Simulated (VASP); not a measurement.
**Mo: single point with PBEsol**

Mo:

```
Mo
1.0
    -1.52387    1.57100    1.57100
     1.52387   -1.57100    1.57100
     1.52387    1.57100   -1.57100
Mo
1
Direct
  0.00000 0.00000 0.00000
```

The cell isn't the ideal one: strain -0.0300 x Voigt [1, 0, 0, 0, 0, 0], atoms carried along.

```
Program             : VASP 6.6.1
Task                : single point
Functional          : PBEsol
Potentials or basis : VASP PAW PBE potentials, release 64 (Mo_sv)
Cutoff              : 520 eV
k mesh              : 22 × 22 × 22
Occupations         : gaussian, width 0.15 eV
Spin                : no spin polarisation
```

* Pressure: 6.1 GPa
* Band gap on the k mesh: none (metal or under the smearing width)

Stress tensor (GPa, compression positive):
```
12.96  0.00  0.00
 0.00  2.71  0.00
 0.00  0.00  2.71
```

Levels at points of the mesh, in eV from the Fermi level:
```
           k point  band 4  band 5  band 6  band 7  band 8  band 9  band 10  band 11
(0.00, 0.00, 0.00)  -34.37   -7.40   -1.68   -1.30   -1.30    1.47     1.96    14.68
(0.50, 0.00, 0.00)  -34.38   -5.55   -3.32    1.46    1.60    2.29     5.01    12.05
(0.00, 0.50, 0.00)  -34.41   -5.60   -3.72    1.85    1.86    2.62     5.08    11.99
(0.50, 0.50, 0.50)  -35.40   -5.81   -5.72    4.21    4.21    4.32     9.07     9.07
```

Wall time 66 s on 1 thread of AMD EPYC 9R45 96-Core Processor (Zen 5), with other jobs on the host, peak memory 0.22 GiB.

Caveat: the PAW data sets were made with another functional, which shifts forces and pressure a little.
